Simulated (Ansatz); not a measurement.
Space group Fm-3m (No. 225). a = 3.918 Å, b = 3.918 Å, c = 3.918 Å, α = 90.00°, β = 90.00°, γ = 90.00°
```csv
atom,site,symmetry,x,y,z
Pt,4a,m-3m,0.0000,0.0000,0.0000
```

Equation of state of this Pt structure (not necessarily the ground state), with shape and atoms relaxed at each volume where symmetry leaves them free. It has no gap at any of these volumes. The calculation used Ansatz 0.2.0, DFT PBEsol, scalar-relativistic, plane waves, PAW.

Settings: cutoff 420 eV, Γ-centred mesh 18×18×18 on the computed 1-atom cell, Gaussian smearing of 0.10 eV; no spin polarisation.

```json
{"V (Å³/atom)": "13.233", "E − E(largest V) (meV/atom)": "142.18", "P (GPa)": "51.58"}
{"V (Å³/atom)": "13.684", "E − E(largest V) (meV/atom)": "21.54", "P (GPa)": "34.84"}
{"V (Å³/atom)": "14.135", "E − E(largest V) (meV/atom)": "-56.14", "P (GPa)": "20.97"}
{"V (Å³/atom)": "14.586", "E − E(largest V) (meV/atom)": "-98.24", "P (GPa)": "9.49"}
{"V (Å³/atom)": "15.037", "E − E(largest V) (meV/atom)": "-110.89", "P (GPa)": "-0.01"}
{"V (Å³/atom)": "15.488", "E − E(largest V) (meV/atom)": "-99.22", "P (GPa)": "-7.85"}
{"V (Å³/atom)": "15.939", "E − E(largest V) (meV/atom)": "-67.47", "P (GPa)": "-14.31"}
{"V (Å³/atom)": "16.541", "E − E(largest V) (meV/atom)": "0.00", "P (GPa)": "-21.15"}
```

Fit a third-order Birch–Murnaghan equation to E(V).

V0 = 15.03 Å³/atom, B0 = 287 GPa, B0' = 5.3.

Spin-orbit coupling is left out, which matters for the bands of heavy elements.